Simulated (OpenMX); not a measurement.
**GaP: equation of state with PBE**

**What was measured.**

“Phosphorous dimerization in GaP at high pressure”, 2017, arxiv:1709.06667 reports, for a bulk crystal of GaP: bulk modulus 87.5 ± 0.6 GPa.

The system is GaP.

```xyz
2
Lattice="0.0000 2.7252 2.7252 2.7252 0.0000 2.7252 2.7252 2.7252 0.0000" Properties=species:S:1:pos:R:3 pbc="T T T"
Ga    0.0000    0.0000    0.0000
P     4.0879    4.0879    4.0879
```

* Program: OpenMX 3.8.5
* Task: equation of state
* Functional: PBE
* Potentials or basis: OpenMX 2013 PBE set, Ga7.0-s3p2d2, P7.0-s2p2d1f1, fixed grid of 42 × 42 × 42 points
* k mesh: 9 × 9 × 9
* Occupations: fermi-dirac, width 0.05 eV
* Spin: no spin polarisation

- Equilibrium volume: 21.31 Å³/atom
- Bulk modulus: 75 GPa
- Pressure derivative of the bulk modulus: 4.2 (rough: it moves with the points fitted)

Energy against volume, from the lowest point:
| volume (Å³/atom) | energy (meV/atom) |
| --- | --- |
| 19.026 | 69.43 |
| 19.431 | 45.21 |
| 19.836 | 26.96 |
| 20.240 | 13.53 |
| 20.645 | 4.88 |
| 21.050 | 0.66 |
| 21.455 | 0.00 |

Against the measured bulk modulus of GaP, 87.5 GPa (“Phosphorous dimerization in GaP at high pressure”, 2017, arxiv:1709.06667), the calculated 75 GPa is off by -14.5 %. The fit is for a static lattice scaled at fixed shape and fixed fractional positions.

Caveat: the basis has few d functions beyond the semicore shells, which can make volumes several per cent too large; volumes in these bases differ from converged ones by about 1 %, for some elements by several; the basis of atomic orbitals isn't converged, which shifts pressures, moduli and gaps. PBE usually gives volumes a little too large and moduli too small.
